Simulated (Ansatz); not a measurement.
# Gallium, hcp under LDA: structure, energy and stiffness

The plan for gallium in the hcp structure: relax it, solve it on a dense k-mesh, switch on spin-orbit coupling, then scale the cell to 7 volumes from 88 to 112 % of the relaxed one and try a fit of the equation of state. The k-meshes are 12×12×7 for the relaxation; 20×20×11 for the dense run; 12×12×7 for spin-orbit coupling; 14×14×8 for the volumes.

Computed with Ansatz 0.2.0 (DFT LDA (PW92), plane waves (420 eV) with PAW, scalar-relativistic; the PAW data stem from PBE, with regenerated cores, unless a step says otherwise).

**1. The starting structure**

It takes space group P6_3/mmc (No. 194, hexagonal). The conventional cell has a = 3.026 Å, b = 3.026 Å, c = 4.942 Å, α = 90.00°, β = 90.00°, γ = 120.00°. Ga (site symmetry -6m2) is surrounded by 12 Ga at 3.03 Å.

As a file:

```xyz
2
Lattice="3.0261 0.0000 0.0000 -1.5131 2.6207 0.0000 0.0000 0.0000 4.9417" Properties=species:S:1:pos:R:3 pbc="T T T"
Ga    0.0000    1.7471    1.2354
Ga    1.5131    0.8736    3.7062
```

**2. Relaxing cell and atoms**

Contents of input.yaml:

```yaml
crystal:
  lattice:
    - [3.0261186087, 0.0, 0.0]
    - [-1.5130593044, 2.62069559, 0.0]
    - [0.0, 0.0, 4.941651688]
  atoms:
    - { symbol: Ga, position: [0.3333333333, 0.6666666667, 0.25] }
    - { symbol: Ga, position: [0.6666666667, 0.3333333333, 0.75] }
hamiltonian:
  xc: lda
  pseudopotentials:
    kind: paw
    azcp:
      Ga: "pseudopotentials/Ga.paw.azcp"
basis:
  ecutwfc: 420
  fft_grid_basis: typed
kpoints:
  mp_grid: { grid: [12, 12, 7], shift: [0, 0, 0] }
magnetization:
  spin_polarized: false
scf:
  occupations: { method: fermi_dirac, width: 0.1 }
relax:
  max_steps: 60
  f_tol: 0.01
  cell: {}
output:
  write_density: true
  write_potential: true
  elf: true
  volumetric_format: npy
```

Launch:

```
$ ansatz run input.yaml --threads 2 --pin off --max-ram 5120MiB --backend cpu --events-out ev --progress --plain --runs-dir out
```

What it wrote, cut to the lines that bear on the results:

```text
Warning: <dir> the record states the generating functional pbe (its physics header spells it `PBE`), which answers neither for hamiltonian.xc's functional nor for the lda family's — results may be inconsistent (PPs are generated against a specific XC)
Warning: RAYON_NUM_THREADS=2 ignored (pool sized by the plan → 2); use --threads N
[...]
Pseudopotentials: kind: paw
Pseudopotential: Ga, paw, valence charge 13, recommended cutoff 420 eV (normal), <dir>
Functional definition: SPW92
[...]
Crystal: 2 atoms, lattice volume = 39.190 Å³
Basis set: ecut = 420 eV, 761 PW (Γ)
Bands: 17, of which v1, the nominal top of the filled ones, is band 13 counted from 1 (12 counted from 0)
Symmetry: 24 space group operations
Space group: P63/mmc (ITA 194), of the structure as read, at distance tolerance 3.4e-5 Å
k-points: 76 of 1008
[...]
SCF iter   1: F=—  HF=-7413.756442 eV  |F-HF|=—  |Δ(HF+E_count)|=         —  Δρ=4.85e-3  dr2=3.59e-3  ethr=1.77e-3  ⟨swp⟩=5.1  Hψ=5973  notcnv=0
[...]
relax step   1: F+E_penalty+E_count = -7413.75449015 eV  Δ(F+E_penalty+E_count) = +0.000e0 eV  max|allowed force component| = 7.401e-17 eV/Å  Δτ_max = 0.0000 Å  P = -6.001 GPa  Ω = 39.190 Å³  (6 SCF iters, dr2 threshold 1.00e-7 eV, accepted)
[...]
relax step   5: F+E_penalty+E_count = -7413.85881709 eV  Δ(F+E_penalty+E_count) = -3.053e-4 eV  max|allowed force component| = 9.946e-17 eV/Å  Δτ_max = 0.0000 Å  P = -0.021 GPa  Ω = 34.521 Å³  energy of the carried Pulay correction = +7.240e-4 eV  (3 SCF iters, dr2 threshold 2.00e-7 eV, accepted)
[...]
relax step   6: F+E_penalty+E_count = -7413.85799044 eV  Δ(F+E_penalty+E_count) = +8.267e-4 eV  max|allowed force component| = 8.789e-17 eV/Å  Δτ_max = 0.0000 Å  P = -0.019 GPa  Ω = 34.521 Å³  stress off target by 4.24e-2 GPa  SCF on the basis re-selected at this cell (its energy is not [...]
SCF converged after 5 iterations
Free energy (F): -7413.857990 eV
[...]
E sigma→0 (E₀):  -7413.846612 eV
Entropy (-TS):   -0.022757 eV (-11.378 meV/atom)
Fermi energy:    10.621225 eV
[...]
--- Forces (eV/Å), atoms counted from 1 ---
  atom   1  Ga     0.00000000    -0.00000000    -0.00000000
  atom   2  Ga     0.00000000     0.00000000     0.00000000
[...]
--- Stress (GPa, compression-positive) ---
       -0.042402       0.000000       0.000000
        0.000000      -0.042402       0.000000
        0.000000       0.000000       0.028297
  P = ⅓ Tr σ = -0.0188 GPa (-0.188 kbar)
--- Band table (eV; the first three rows and the last of 76) ---
  k-point 0: bands = ["-4.5396", "-4.4080", "-4.4080", "-4.4080", "-4.3760", "-4.3760", "-4.3491", "-4.3491", "-4.1636", "-4.1636", "-1.1429", "5.9731", "6.4124", "20.3768", "20.3768", "22.5442", "22.5442"]
[...]
--- Relaxed structure (5 steps of the walk, 5 accepted, 1 SCFs on fresh bases) ---
  F+E_penalty+E_count = -7413.85799044 eV   max|allowed force component| = 8.789e-17 eV/Å   (the final SCF, on the basis selected at the relaxed cell)
  cell:  # Å, volume = 34.5208 Å³
    - [2.933670796685647, 2.7985737275325955e-11, -5.2242181372384075e-18]
    - [-1.46683539836706, 2.5406334362563108, 2.6121090686623642e-18]
    - [-8.531148218096472e-18, 2.270715697098008e-33, 4.631568453787376]
  atoms:
    - { symbol: Ga, position: [0.33333333333333337, 0.6666666666666666, 0.25] }
    - { symbol: Ga, position: [0.6666666666666667, 0.3333333333333333, 0.75] }
```

It took 9.3 s on 2 threads of Intel Xeon Platinum 8375C at 2.90GHz (Ice Lake), shared host; peak memory 0.38 GiB.

Step by step:

| step | energy change (meV/atom) | largest force (eV/Å) | pressure (GPa) | volume (Å³/atom) |
| --- | --- | --- | --- | --- |
| 1 | 0.00 | 0.0000 | -6.00 | 19.595 |
| 2 | -51.25 | 0.0000 | -0.06 | 17.262 |
| 3 | -51.90 | 0.0000 | 0.09 | 17.222 |
| 4 | -52.01 | 0.0000 | 0.03 | 17.255 |
| 5 | -52.16 | 0.0000 | -0.02 | 17.260 |
| 6 | -51.75 | 0.0000 | -0.02 | 17.260 |

Steps that repeat a cell are solved on a basis chosen anew, so their changes of energy are no gain of the relaxation.

Changes in the cell that was computed:

|  | before | after | change |
| --- | --- | --- | --- |
| a (Å) | 3.026 | 2.934 | -3.1 % |
| b (Å) | 3.026 | 2.934 | -3.1 % |
| c (Å) | 4.942 | 4.632 | -6.3 % |
| volume (Å³/atom) | 19.595 | 17.260 | -11.9 % |
| shortest distance (Å) | 3.026 | 2.869 | -5.2 % |
| space group (spins left aside) | P6_3/mmc | P6_3/mmc | same |

**3. Dense single point**

Contents of input.yaml:

```yaml
crystal:
  lattice:
    - [2.9336707967, 0.0, 0.0]
    - [-1.4668353984, 2.5406334363, 0.0]
    - [0.0, 0.0, 4.6315684538]
  atoms:
    - { symbol: Ga, position: [0.3333333333, 0.6666666667, 0.25] }
    - { symbol: Ga, position: [0.6666666667, 0.3333333333, 0.75] }
hamiltonian:
  xc: lda
  pseudopotentials:
    kind: paw
    azcp:
      Ga: "pseudopotentials/Ga.paw.azcp"
basis:
  ecutwfc: 420
  fft_grid_basis: typed
kpoints:
  mp_grid: { grid: [20, 20, 11], shift: [0, 0, 0] }
magnetization:
  spin_polarized: false
scf:
  occupations: { method: fermi_dirac, width: 0.1 }
```

Launch:

```
$ ansatz run input.yaml --threads 2 --pin off --max-ram 5120MiB --backend cpu --events-out ev --progress --plain --runs-dir out
```

What it wrote, cut to the lines that bear on the results:

```text
Warning: <dir> the record states the generating functional pbe (its physics header spells it `PBE`), which answers neither for hamiltonian.xc's functional nor for the lda family's — results may be inconsistent (PPs are generated against a specific XC)
Warning: RAYON_NUM_THREADS=2 ignored (pool sized by the plan → 2); use --threads N
[...]
[... 3 set-up lines as earlier in the session ...]
[...]
Crystal: 2 atoms, lattice volume = 34.521 Å³
Basis set: ecut = 420 eV, 687 PW (Γ)
Bands: 17, of which v1, the nominal top of the filled ones, is band 13 counted from 1 (12 counted from 0)
[... 1 set-up line as earlier in the session ...]
Space group: P63/mmc (ITA 194), of the structure as read, at distance tolerance 3.3e-5 Å
k-points: 264 of 4400
[...]
SCF iter   1: F=—  HF=-7413.851874 eV  |F-HF|=—  |Δ(HF+E_count)|=         —  Δρ=6.09e-3  dr2=5.05e-3  ethr=1.77e-3  ⟨swp⟩=5.0  Hψ=20994  notcnv=0
[...]
SCF iter   6: F=-7413.849376 eV  HF=-7413.849376 eV  |F-HF|=2.55e-8  |Δ(HF+E_count)|=   9.58e-8  Δρ=8.23e-6  dr2=1.26e-8  ethr=2.51e-10  ⟨swp⟩=1.1  Hψ=13528  notcnv=0
[...]
SCF converged after 6 iterations
Free energy (F): -7413.849376 eV
[...]
E sigma→0 (E₀):  -7413.837099 eV
Entropy (-TS):   -0.024554 eV (-12.277 meV/atom)
Fermi energy:    10.639207 eV
[...]
```

Wall time 4.4 s (2 threads of Intel Xeon Platinum 8375C at 2.90GHz (Ice Lake), shared host); peak memory 0.44 GiB.

**4. Spin-orbit coupling switched on**

Changes to input.yaml since step 3:

```diff
@@ -11,3 +11,3 @@
   pseudopotentials:
-    kind: paw
+    kind: paw_fr
     azcp:
@@ -18,6 +18,12 @@
 kpoints:
-  mp_grid: { grid: [20, 20, 11], shift: [0, 0, 0] }
+  mp_grid: { grid: [12, 12, 7], shift: [0, 0, 0] }
 magnetization:
-  spin_polarized: false
+  noncollinear: true
+  spin_orbit: true
 scf:
   occupations: { method: fermi_dirac, width: 0.1 }
+output:
+  write_density: true
+  write_potential: true
+  elf: true
+  volumetric_format: npy
```

Launch:

```
$ ansatz run input.yaml --threads 2 --pin off --max-ram 5120MiB --backend cpu --events-out ev --progress --plain --runs-dir out
```

What it wrote:

```text
Warning: <dir> the record states the generating functional pbe (its physics header spells it `PBE`), which answers neither for hamiltonian.xc's functional nor for the lda family's — results may be inconsistent (PPs are generated against a specific XC)
Warning: RAYON_NUM_THREADS=2 ignored (pool sized by the plan → 2); use --threads N
Engine: ansatz 0.2.0, x86_64-unknown-linux-gnu
Pseudopotentials: kind: paw_fr
Pseudopotential: Ga, paw_fr, valence charge 13, recommended cutoff 420 eV (normal), <dir>
[... 1 set-up line as earlier in the session ...]
  exchange = slater_x
  correlation = pw_c
non-collinear run that drives no moment, with spin-orbit: no starting moment large enough to seed its density (crystal.atoms[].spin), no starting occupations that ask for one, no magnetisation constraint and no magnetic field, so the semilocal B_xc is pinned to zero
Crystal: 2 atoms, lattice volume = 34.521 Å³
Basis set: ecut = 420 eV, 687 PW (Γ)
Bands: 34, of which v1, the nominal top of the filled ones, is band 26 counted from 1 (25 counted from 0)
Symmetry: 24 space group operations + 24 with time reversal
Magnetic group: BNS 194.264 (UNI 1494), of the structure as read, at distance tolerance 3.3e-5 Å
k-points: 76 of 1008
Projection manifold: j_resolved (fully-relativistic pseudo-atomic orbitals)
Non-local potential: Ga, projectors of the file, l = 0: 2, l = 1: 4, l = 2: 6, l = 3: 2
PAW form: soft (Blöchl's): semilocal exchange-correlation on the pseudo side does not see the compensation charge
PAW frozen core: Ga, regenerated for the run's functional, and the local potential with it (the file was generated under x = pbe(κ = 0.804, μ = 0.2195149727645171), c = pbe(β = 0.06672455060314922))
PAW one-centre angular grid: Ga, 590 points (default); XC on 64 Gauss nodes
Initial density: superposition of atomic densities (chi_scale 0.1, normalization cell)
Initial wavefunctions: pseudopotential atomic-orbital guess
Functional: x = slater, c = lda
SCF iter   1: F=—  HF=-7414.075241 eV  |F-HF|=—  |Δ(HF+E_count)|=         —  Δρ=2.00e-2  dr2=1.44e-1  dr2_m=0.00e0 (ungated)  ethr=3.10e-3  |M|=0.00e0 ∫|m|=0.00e0 μB  |m|>n=0.0e0 m-floor=0.0e0 τ_xc=0.0e0  β_m=0.30  ⟨swp⟩=6.5  Hψ=6094  notcnv=0  defer=16
preconditioner: auto → none  [metal: Δε(μ)=0.004 eV  Ē_g=16.784 eV  σ=0.100 eV  W_gap=0.01  n_scr=8 (ndim 8)  ℏωp=32.2 eV  f_vac=0.000  D(μ)=0.68/eV (n_scr^D=2)  sad-step TF]
SCF iter   2: F=—  HF=-7414.034647 eV  |F-HF|=—  |Δ(HF+E_count)|=   4.06e-2  Δρ=1.49e-2  dr2=7.86e-2  dr2_m=0.00e0 (ungated)  ethr=5.55e-4  |M|=0.00e0 ∫|m|=0.00e0 μB  |m|>n=0.0e0 m-floor=0.0e0 τ_xc=0.0e0  β_m=0.55  ⟨swp⟩=2.5  Hψ=2173  notcnv=0  defer=126
SCF iter   3: F=—  HF=-7414.002957 eV  |F-HF|=—  |Δ(HF+E_count)|=   3.17e-2  Δρ=3.96e-3  dr2=2.97e-3  dr2_m=0.00e0 (ungated)  ethr=3.02e-4  |M|=0.00e0 ∫|m|=0.00e0 μB  |m|>n=0.0e0 m-floor=0.0e0 τ_xc=0.0e0  β_m=0.63  ⟨swp⟩=2.0  Hψ=2429  notcnv=0  defer=126
SCF iter   4: F=—  HF=-7414.003409 eV  |F-HF|=—  |Δ(HF+E_count)|=   4.52e-4  Δρ=8.06e-4  dr2=7.69e-5  dr2_m=0.00e0 (ungated)  ethr=1.14e-5  |M|=0.00e0 ∫|m|=0.00e0 μB  |m|>n=0.0e0 m-floor=0.0e0 τ_xc=0.0e0  β_m=0.81  ⟨swp⟩=2.0  Hψ=2105  notcnv=0  defer=132
SCF iter   5: F=—  HF=-7414.003603 eV  |F-HF|=—  |Δ(HF+E_count)|=   1.94e-4  Δρ=4.82e-4  dr2=4.29e-5  dr2_m=0.00e0 (ungated)  ethr=2.96e-7  |M|=0.00e0 ∫|m|=0.00e0 μB  |m|>n=0.0e0 m-floor=0.0e0 τ_xc=0.0e0  β_m=0.67  ⟨swp⟩=2.0  Hψ=2218  notcnv=0  defer=132
SCF iter   6: F=—  HF=-7414.003581 eV  |F-HF|=—  |Δ(HF+E_count)|=   2.20e-5  Δρ=1.56e-5  dr2=2.70e-8  dr2_m=0.00e0 (ungated)  ethr=3.85e-10  |M|=0.00e0 ∫|m|=0.00e0 μB  |m|>n=0.0e0 m-floor=0.0e0 τ_xc=0.0e0  β_m=0.78  ⟨swp⟩=5.6  Hψ=6252  notcnv=0
SCF iter   7: F=-7414.003581 eV  HF=-7414.003581 eV  |F-HF|=1.43e-8  |Δ(HF+E_count)|=   2.09e-8  Δρ=7.47e-6  dr2=1.06e-8  dr2_m=0.00e0 (ungated)  ethr=1.04e-10  |M|=0.00e0 ∫|m|=0.00e0 μB  |m|>n=0.0e0 m-floor=0.0e0 τ_xc=0.0e0  ⟨swp⟩=3.0  Hψ=3240  notcnv=0
SCF 1 converged in 7 iterations: F = -7414.003581 eV  dr2 = 1.06e-8
SCF converged after 7 iterations
Magnetization: |M| = 0.0000 μB,  M = (+0.0000, +0.0000, +0.0000) μB
Absolute magnetization: 0.0000 μB (∫|m|)
  site 0: m = (+0.0000, +0.0000, +0.0000) μB, |m| = 0.0000 μB  (R = 1.18 Å)
  site 1: m = (+0.0000, +0.0000, +0.0000) μB, |m| = 0.0000 μB  (R = 1.18 Å)
Free energy (F): -7414.003581 eV
Harris-Foulkes:  -7414.003581 eV  (|F-HF|=1.43e-8)
Internal energy: -7413.980837 eV  (E = F + TS)
E sigma→0 (E₀):  -7413.992209 eV
Entropy (-TS):   -0.022744 eV (-11.372 meV/atom)
Fermi energy:    10.619619 eV
--- Per-component energies (eV) ---
  E_band       = -51.266219
  E_kinetic    = 232.128250
  E_local      = -3443.591334  (includes V_loc(G=0)·N_el)
  E_nonlocal   = 848.045102
  E_hartree    = 1623.405262
  E_xc         = -139.571832
  E_vxc        = -119.290118  (∫ρ·V_xc dr)
  E_paw        = -3818.689717  (= ΣΔE_a)
  E_vpaw       = -815.360010  (= ΣTr[D̂ρ^β])
  E_aug_tail   = -0.000278  (compensation charges beyond the density's cutoff)
  E_ewald      = -2719.174067
  E_core_change = 3.467778  (= ΣΔE_core)
  E_smearing   = -0.022744  (= −TS)
  E_closure    = 0.000000  (closes the sum)
  Σ components = -7414.003581   (vs F -7414.003581, Δ=0.00e0)
--- Band table (eV; the first three rows and the last of 76) ---
  k-point 0: bands = ["-4.6629", "-4.6629", "-4.6505", "-4.6505", "-4.6504", "-4.6504", "-4.6470", "-4.6470", "-4.2246", "-4.2246", "-4.1985", "-4.1985", "-4.1918", "-4.1918", "-4.1695", "-4.1695", "-4.1341", "-4.1341", "-4.0099", "-4.0099", "-1.1425", "-1.1425", "5.9739", "5.9739", "6.4106", "6.4106", "20.2533", "20.2533", "20.4939", "20.4939", "22.4285", "22.4285", "22.6360", "22.6360"]
  k-point 1: bands = ["-4.6592", "-4.6592", "-4.6545", "-4.6545", "-4.6486", "-4.6486", "-4.6460", "-4.6460", "-4.2358", "-4.2358", "-4.2065", "-4.2065", "-4.1814", "-4.1814", "-4.1600", "-4.1600", "-4.1250", "-4.1250", "-4.0164", "-4.0164", "-0.9969", "-0.9969", "4.2372", "4.2372", "8.4282", "8.4282", "20.3811", "20.3811", "20.6246", "20.6246", "22.3725", "22.3725", "22.6391", "22.6391"]
  k-point 2: bands = ["-4.6587", "-4.6587", "-4.6507", "-4.6507", "-4.6488", "-4.6488", "-4.6444", "-4.6444", "-4.2480", "-4.2480", "-4.2310", "-4.2310", "-4.1547", "-4.1547", "-4.1344", "-4.1344", "-4.1154", "-4.1154", "-4.0352", "-4.0352", "-0.5560", "-0.5560", "2.5896", "2.5896", "10.9156", "10.9156", "19.7508", "19.7508", "20.7492", "20.7492", "21.0013", "21.0013", "22.3066", "22.3066"]
  k-point 75: bands = ["-4.6707", "-4.6707", "-4.6549", "-4.6549", "-4.6140", "-4.6140", "-4.5968", "-4.5968", "-4.2503", "-4.2503", "-4.1844", "-4.1844", "-4.1447", "-4.1447", "-4.1124", "-4.1124", "-4.0750", "-4.0750", "-4.0291", "-4.0291", "7.6866", "7.6866", "7.7054", "7.7054", "8.8909", "8.8909", "8.9468", "8.9468", "9.3559", "9.3559", "10.3828", "10.3828", "20.0440", "20.0440"]
```

It took 9.3 s on 2 threads of Intel Xeon Platinum 8375C at 2.90GHz (Ice Lake), shared host; peak memory 0.5 GiB.

Side by side:

|  | scalar-relativistic | with spin-orbit coupling |
| --- | --- | --- |
| k-mesh | 20×20×11 | 12×12×7 |
| gap on the mesh | none (levels filled in part) | none (levels filled in part) |

The meshes differ, so small differences between the columns need not come from spin-orbit coupling.

Density in a lattice plane of the grid's cell (edges 2.93 and 4.63 Å, at 0.333 of the third edge), which holds Ga.

Values in e/Å³, 12 rows by 8 columns:
```
 0.20  0.14  0.15  0.24  0.45  0.70  0.64  0.36
 0.30  0.17  0.19  0.43  1.99  8.61  6.27  1.00
 0.38  0.19  0.22  0.59  6.25 40.73 27.98  2.04
 0.30  0.17  0.19  0.43  1.99  8.61  6.27  1.00
 0.20  0.14  0.15  0.24  0.45  0.70  0.64  0.36
 0.16  0.15  0.15  0.17  0.20  0.22  0.22  0.19
 0.20  0.22  0.22  0.19  0.16  0.14  0.15  0.17
 0.30  0.40  0.38  0.26  0.18  0.14  0.15  0.20
 0.37  0.54  0.51  0.30  0.19  0.14  0.15  0.22
 0.30  0.40  0.38  0.26  0.18  0.14  0.15  0.20
 0.20  0.22  0.22  0.19  0.16  0.14  0.15  0.17
 0.16  0.15  0.15  0.17  0.20  0.22  0.22  0.19
```
Columns run along the first of these edges and rows up along the second, over one cell in 8 and 12 even steps from the bottom left corner. Atoms in the plane (fractional): Ga at (0.67, 0.75).

ELF in the same plane.

Ten even steps from '0' (0.06) to '9' (0.41):
```
7655677776666677
7766677665555666
6766776642112366
6777766520000146
6777766410691036
6777766520000146
6766776642112366
7766677665555666
7655677776666677
6666667777777777
7777777777777777
7766677766666677
6666667776556677
6666666776556776
6666666776556776
6666666776556776
6666667776556677
7766677766666677
7777777777777777
6666667777777777
```
Columns run along the first of these edges and rows up along the second, over one cell in 16 and 20 even steps from the bottom left corner. Atoms in the plane (fractional): Ga at (0.67, 0.75).

Both are smooth fields of the valence electrons: close to the nuclei they are not physical.

**5. Equation of state: 88 %**

Contents of input.yaml:

```yaml
crystal:
  lattice:
    - [2.8112897019, 0.0, 0.0]
    - [-1.405644851, 2.4346482992, 0.0]
    - [0.0, 0.0, 4.4383578118]
  atoms:
    - { symbol: Ga, position: [0.3333333333, 0.6666666667, 0.25] }
    - { symbol: Ga, position: [0.6666666667, 0.3333333333, 0.75] }
hamiltonian:
  xc: lda
  pseudopotentials:
    kind: paw
    azcp:
      Ga: "pseudopotentials/Ga.paw.azcp"
basis:
  ecutwfc: 420
  fft_grid_basis: typed
kpoints:
  mp_grid: { grid: [14, 14, 8], shift: [0, 0, 0] }
magnetization:
  spin_polarized: false
scf:
  occupations: { method: fermi_dirac, width: 0.1 }
  lower_state_search: "off"
output:
  stress: true
  write_density: true
  write_potential: true
  elf: true
  volumetric_format: npy
```

Launch:

```
$ ansatz run input.yaml --threads 2 --pin off --max-ram 5120MiB --backend cpu --events-out ev --progress --plain --runs-dir out
```

What it wrote, cut to the lines that bear on the results:

```text
Warning: <dir> the record states the generating functional pbe (its physics header spells it `PBE`), which answers neither for hamiltonian.xc's functional nor for the lda family's — results may be inconsistent (PPs are generated against a specific XC)
Warning: RAYON_NUM_THREADS=2 ignored (pool sized by the plan → 2); use --threads N
[...]
[... 3 set-up lines as earlier in the session ...]
[...]
Crystal: 2 atoms, lattice volume = 30.378 Å³
Basis set: ecut = 420 eV, 603 PW (Γ)
Bands: 17, of which v1, the nominal top of the filled ones, is band 13 counted from 1 (12 counted from 0)
[... 1 set-up line as earlier in the session ...]
Space group: P63/mmc (ITA 194), of the structure as read, at distance tolerance 3.1e-5 Å
k-points: 120 of 1568
[...]
SCF iter   1: F=—  HF=-7413.715060 eV  |F-HF|=—  |Δ(HF+E_count)|=         —  Δρ=8.08e-3  dr2=6.94e-3  ethr=1.77e-3  ⟨swp⟩=5.0  Hψ=9231  notcnv=0
[...]
SCF iter   6: F=-7413.712134 eV  HF=-7413.712134 eV  |F-HF|=4.96e-10  |Δ(HF+E_count)|=   3.41e-8  Δρ=3.18e-6  dr2=1.25e-9  ethr=3.85e-10  ⟨swp⟩=8.5  Hψ=13865  notcnv=0
[...]
SCF converged after 6 iterations
Free energy (F): -7413.712134 eV
[...]
E sigma→0 (E₀):  -7413.698052 eV
Entropy (-TS):   -0.028164 eV (-14.082 meV/atom)
Fermi energy:    12.634171 eV
[...]
--- Stress (GPa, compression-positive) ---
       10.969136       0.000000       0.000000
        0.000000      10.969136       0.000000
        0.000000       0.000000      11.868328
  P = ⅓ Tr σ = 11.2689 GPa (112.689 kbar)
--- Band table (eV; the first three rows and the last of 120) ---
  k-point 0: bands = ["-2.8147", "-2.6022", "-2.6022", "-2.6016", "-2.5565", "-2.5565", "-2.5195", "-2.5195", "-2.2707", "-2.2707", "-0.2733", "7.7196", "7.8989", "23.4586", "23.4586", "25.7386", "25.7386"]
[...]
```

It took 2.9 s on 2 threads of Intel Xeon Platinum 8375C at 2.90GHz (Ice Lake), shared host; peak memory 0.4 GiB.

[end of part 1 of 2]
